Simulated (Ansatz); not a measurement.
**NaF, one cell by several methods**

```
Na F
1.0
    -0.04647    2.30007    2.30007
     2.30007   -0.04647    2.30007
     2.30007    2.30007   -0.04647
Na F
1 1
Direct
  0.00000 0.00000 0.00000
  0.50000 0.50000 0.50000
```

Atoms are numbered in the order listed.

The geometry is COD entry 9007459, unchecked; take it as a test cell. The listed cell was then made from it by scaling, straining or moving an atom.

Levels of theory: DFT, LDA, PAW with Ansatz's default frozen-core files, scalar-relativistic (Ansatz 0.2.0); DFT, LDA, all-electron PAW with datasets made for the crystal, scalar-relativistic (Ansatz 0.2.0); DFT, LDA, all-electron LAPW, scalar-relativistic (Ansatz 0.2.0).

For PAW: a Γ-centred 10×10×10 k mesh, Fermi–Dirac smearing of 0.02 eV, cutoff 420 eV, no spin polarisation; the PAW files were made with PBE, and the program remakes their frozen cores for this functional. The crystal-made all-electron datasets (AE datasets) take a cutoff of 280 eV at this cell. LAPW targets a basis error of 0.5 meV/atom. The Ansatz runs share mesh, smearing and spin set-up. Plane-wave (PAW) pressures include the program's estimate of the Pulay term.

Stress and pressure are positive in compression.

The change that made this cell: equal xy, yz and zx engineering shear strains of -2 %.

| quantity | PAW | AE datasets | LAPW |
| --- | --- | --- | --- |
| pressure (GPa) | -4.64 | -4.61 | -4.61 |
| stress yz (GPa) | 0.55 | 0.54 | 0.54 |
| stress xz (GPa) | 0.55 | 0.54 | 0.54 |
| stress xy (GPa) | 0.55 | 0.54 | 0.54 |
| band gap (eV) | 5.878 | 5.867 | 5.867 |
| field gradient Vzz at Na1 (10²¹ V/m²) | 0.16 | 0.16 | – |
| field gradient Vzz at F2 (10²¹ V/m²) | -0.27 | -0.27 | – |

PAW's pressure differs from the LAPW value by -0.03 GPa. Datasets made for the crystal and LAPW share parts of one code, so their agreement isn't an independent check.
